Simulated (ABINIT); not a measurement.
BeTe:

```xyz
2
Lattice="0.0000 2.7700 2.7700 2.7700 0.0000 2.7700 2.7700 2.7700 0.0000" Properties=species:S:1:pos:R:3 pbc="T T T"
Te    4.1550    4.1550    4.1550
Be    0.0000    0.0000    0.0000
```

Base run:

* Program: ABINIT 10.8.3 (patched build)
* Functional: HSE06
* Potentials or basis: SG15 NC PBE v1.2
* Cutoff: 707 eV
* k mesh: 6 × 6 × 6
* Occupations: fixed
* Spin: no spin polarisation

Its results: band gap on the k mesh 2.83 eV, indirect (least direct gap 4.74 eV); pressure 2.5 GPa.

**Question.** The run is repeated on the same cell with these changes: functional from HSE06 to PBE. What comes out?

**Answer.** Band gap on the k mesh 1.87 eV, indirect (least direct gap 3.61 eV); pressure 4.3 GPa.

HSE06 gives the wider gap, since exact exchange removes part of the self-interaction.

Caveats: spin-orbit coupling is left out, which moves the levels of the heavy elements; Libxc's HSE differs a little from that of other programs (some runs); the potentials were made for another functional, which shifts forces and pressure (some runs).

A k mesh can miss the band edges.
